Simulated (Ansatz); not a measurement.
## W under changes of volume

One of the cells (16.731 Å³/atom); the others are scaled copies at fixed shape and fractional positions:

```
W
1.0
     0.00000    2.03000    2.03000
     2.03000    0.00000    2.03000
     2.03000    2.03000    0.00000
W
1
Direct
  0.00000 0.00000 0.00000
```

This isn't the form of W at room conditions, which is bcc.

| Item | Value |
| --- | --- |
| Program | Ansatz 0.2.0 |
| Functional | PBE0 |
| Potentials or basis | Ansatz PAW |
| Cutoff | 420 eV (not typed: the program's choice for these potentials) |
| k mesh | 6 × 6 × 6 |
| Occupations | fermi-dirac, width 0.05 eV |
| Spin | no spin polarisation |

```csv
volume (Å³/atom),energy over the lowest point (meV/atom),pressure (GPa)
15.727,16.28,11.3
16.062,?,?
16.396,0.00,-3.0
16.731,12.64,-9.0
17.065,37.32,-14.4
17.400,72.46,-19.1
17.735,116.82,-23.4
```

Problem. What does the run at 16.062 Å³/atom give?

Solution. Energy over the lowest point 0.66 meV/atom; pressure 3.8 GPa.

Worked out: A Birch-Murnaghan fit of order 3 (a polynomial in V^(-2/3)) to the other rows has its minimum at 16.24 Å³/atom with B0 = V·E''(V) = 329 GPa and B' = 4.9. It gives 0.55 meV/atom at 16.062 Å³/atom, against the run's 0.66, and -dE/dV = 3.8 GPa, against 3.8.

Energies are extrapolated to zero smearing.

Caveats: all runs use coarse meshes; the PAW data sets come from PBE, with cores solved anew for the run's functional, which leaves a small shift of forces and pressure; the thresholds are loose for stress.
